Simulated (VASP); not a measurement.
Sc, 2 atoms in the cell. It takes space group P6_3/mmc (No. 194, hexagonal). The conventional cell has a = 3.323 Å, b = 3.323 Å, c = 5.153 Å, α = 90.00°, β = 90.00°, γ = 120.00°. Around Sc (site symmetry -6m2) lie 12 Sc at 3.21 to 3.32 Å. 

```yaml
Program: VASP 6.6.1
Task: relaxation of cell and atoms
Functional: PBE
Potentials_or_basis: VASP PAW PBE potentials, release 64 (Sc_sv)
Cutoff: 600 eV
k_mesh: 15 × 15 × 7
Occupations: methfessel-paxton, width 0.1 eV
Spin: no spin polarisation
Further_INCAR_settings: ALGO = Normal; EDIFF = 1e-07; IBRION = 2; EDIFFG = -0.005; NSW = 90; ISIF = 3
```

Potentials or basis: VASP PAW PBE potentials, release 64 (Sc_sv).

Run with:

```bash
$ cat potpaw_PBE.64/Sc_sv/POTCAR > POTCAR
$ mpirun -np 1 vasp_std > vasp.out
```

Hardware: 1 thread of AMD EPYC 9R45 96-Core Processor (Zen 5), with other jobs on the host.

Q: How long does it take, and how much memory?

A: It took 38 s on 1 thread of AMD EPYC 9R45 96-Core Processor (Zen 5), with other jobs on the host, peak memory 0.2 GiB. Counts: scf iterations 14, k points 108, ion steps 1.
